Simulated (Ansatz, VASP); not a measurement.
Pt in VASP and in Ansatz

```
Pt
1.0
     0.00000    1.85652    1.85652
     1.85652    0.00000    1.85652
     1.85652    1.85652    0.00000
Pt
1
Direct
  0.00000 0.00000 0.00000
```

Alike in both runs: task single point; functional PBEsol; k mesh 20 × 20 × 20; occupations gaussian, width 0.1 eV; no spin polarisation.

```csv
,VASP,Ansatz
version,VASP 6.6.1,Ansatz 0.2.0
potentials or method,"VASP PAW PBE potentials, release 64 (Pt)","scalar-relativistic, plane waves, PAW"
plane-wave cutoff (eV),520,420
valence electrons in the cell,10,18
```

|  | VASP | Ansatz | Ansatz less VASP |
| --- | --- | --- | --- |
| gap on the k mesh at the Fermi level (eV) | none | none | - |
| pressure (GPa) | 70.9 | 71.0 | +0.08 |

A gap of «none» marks a metal or a gap that the smearing closes. With one functional, cell and mesh, what is left measures potentials, basis and numerics. The two sets of potentials don't hold the same shells in valence.

Caveats: the cell as given lies far from equilibrium; so large a pressure means that the cell lies far from this level's equilibrium, or that cutoff or potentials fall short (VASP); the potentials were made for another functional, which shifts forces and pressure (VASP). Spin-orbit coupling is left out, which matters for the levels of Pt.
